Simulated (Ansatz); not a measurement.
# Stiffness of CdTe from strained cells

```xyz
2
Lattice="0.0000 3.2050 3.2050 3.2050 0.0000 3.2050 3.2050 3.2050 0.0000" Properties=species:S:1:pos:R:3 pbc="T T T"
Cd    0.0000    0.0000    0.0000
Te    4.8075    4.8075    4.8075
```

Atom numbers follow the list: Cd1, Te2.

The conventional cell has a = 6.410 Å, b = 6.410 Å, c = 6.410 Å, α = 90.00°, β = 90.00°, γ = 90.00°. Cd (atom 1) is surrounded by 4 Te at 2.78 Å. Te (atom 2) is surrounded by 4 Cd at 2.78 Å.

The cell is COD entry 1010539, as deposited and not checked against the literature; nothing was relaxed. It differs from other determinations.

No spin–orbit coupling, which matters for the heavy atoms here.

All numbers below come from DFT, PBE, all-electron LAPW, scalar-relativistic (Ansatz 0.2.0).

The runs use a Γ-centred 9×9×9 k mesh, Fermi–Dirac smearing of 0.08 eV, basis error target 1 meV/atom, no spin polarisation.

The unstrained cell is at 4.25 GPa. Large strains and very small stresses are left out. Each strain is applied once, with fractional coordinates held (clamped ions), and σ below is the change of stress, positive in tension. One finite strain gives stress–strain coefficients at this pressure with an error of the order of the strain times third-order constants, a few per cent for each per cent of strain.

**Question.** Estimate the stiffness probed by this change, and the stress that it gives: x and y strained by -2 %, z held.

**Answer.** σxx = -2.46 GPa, σzz = -2.23 GPa and εxx = εyy = -0.0200, so C12 = σzz/(2εxx) = 56 GPa and C11 + C12 = σxx/εxx = 123 GPa.

**Question.** With z strained by -2 % at fixed volume, the run gives σzz − σxx = -0.36 GPa and εzz − εxx = -0.0302. Which stiffness follows?

**Answer.** C11 − C12 = (σzz − σxx)/(εzz − εxx) = 12 GPa.

**Question.** What do those two numbers (x and y strained by -2 %, z held) give for C11, and is the cell stable to tetragonal shear?

**Answer.** C11 = 123 − 56 = 67 GPa and C11 − C12 = 11 GPa: too near zero for one strain to settle the sign.
